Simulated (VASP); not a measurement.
Here is a VASP 6.6.1 calculation.

Contents of INCAR:

```
ALGO = Normal
EDIFF = 1E-7
ENCUT = 520
GGA = PS
ISIF = 2
ISMEAR = 0
LASPH = T
LCHARG = T
LELF = T
LREAL = F
LVHAR = T
LWAVE = F
NELM = 100
PREC = Accurate
SIGMA = 0.02
```

Contents of KPOINTS:

```
k-points
0
Gamma
  12 12 12
```

File POSCAR:

```
CaO
1.0
    0.0000000000      2.3871300000      2.3871300000
    2.3871300000      0.0000000000      2.3871300000
    2.3871300000      2.3871300000      0.0000000000
Ca O
1 1
Direct
    0.0000000000      0.0000000000      0.0000000000
    0.5000000000      0.5000000000      0.5000000000
```

Potentials or basis: VASP PAW PBE potentials, release 64 (Ca_sv, O).

Command:

```bash
$ cat potpaw_PBE.64/Ca_sv/POTCAR potpaw_PBE.64/O/POTCAR > POTCAR
$ mpirun -np 1 vasp_std > vasp.out
```

What does it give for the band gap on the k mesh?

3.52 eV, indirect (least direct gap 3.90 eV).

What does it give for the pressure?

0.1 GPa.

Caveat: the PAW data sets were made with another functional, which shifts forces and pressure a little. A k mesh can miss the band edges.
